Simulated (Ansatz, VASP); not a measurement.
## Two plane-wave programs on Sb

File INCAR:

```
  PREC = Accurate
  ENCUT = 520
  EDIFF = 1E-6
  ISMEAR = -1
  SIGMA = 0.05
  LREAL = F
  LASPH = T
  NELM = 60
  ALGO = Normal
  ISIF = 2
  LWAVE = F
  LCHARG = T
  GGA = PE
  LELF = T
  LVHAR = T
  NBANDS = 8
```

KPOINTS

```
Automatic mesh
0
Gamma
  10 10 10
```

POSCAR

```
Sb
1.0
    0.1733647600      2.3885337500      2.4958692300
    2.4173055400      0.0646925500      2.6045414300
    2.3204533900      2.4003538000      0.1615447000
Sb
1
Direct
    0.0000000000      0.0000000000      0.0000000000
```

File input.yaml:

```yaml
crystal:
  lattice:
    - [0.17336476, 2.38853375, 2.49586923]
    - [2.41730554, 0.06469255, 2.60454143]
    - [2.32045339, 2.4003538, 0.1615447]
  atoms:
    - { symbol: Sb, position: [0.0, 0.0, 0.0] }
hamiltonian:
  xc: pbe
  pseudopotentials: { kind: paw }
kpoints:
  mp_grid: { grid: [10, 10, 10] }
scf:
  occupations: { method: fermi_dirac, width: 0.05 }
output:
  forces: true
  stress: true
  eigenvalues: true
  write_density: true
  write_potential: true
  elf: true
  volumetric_format: npy
```

Change from the starting cell: cell sheared at random, sigma 0.03, atoms nudged by 0.01 Å.

Alike in both runs: task single point; functional PBE; k mesh 10 × 10 × 10; occupations fermi-dirac, width 0.05 eV; no spin polarisation.

|  | VASP | Ansatz |
| --- | --- | --- |
| version | VASP 6.6.1 | Ansatz 0.2.0 |
| potentials or method | VASP PAW PBE potentials, release 64 (Sb) | Ansatz PAW |
| plane-wave cutoff (eV) | 520 | 420 |
| valence electrons in the cell | 5 | 15 |

|  | VASP | Ansatz | Ansatz less VASP |
| --- | --- | --- | --- |
| gap on the k mesh at the Fermi level (eV) | none | none | - |
| pressure (GPa) | 2.6 | 2.7 | +0.13 |
| largest component of the traceless stress (GPa) | 1.23 | 1.24 | +0.006 |

A gap of «none» marks a metal or a gap that the smearing closes. The two sets of potentials don't hold the same shells in valence.

Spin-orbit coupling is left out, which matters for the levels of Sb.
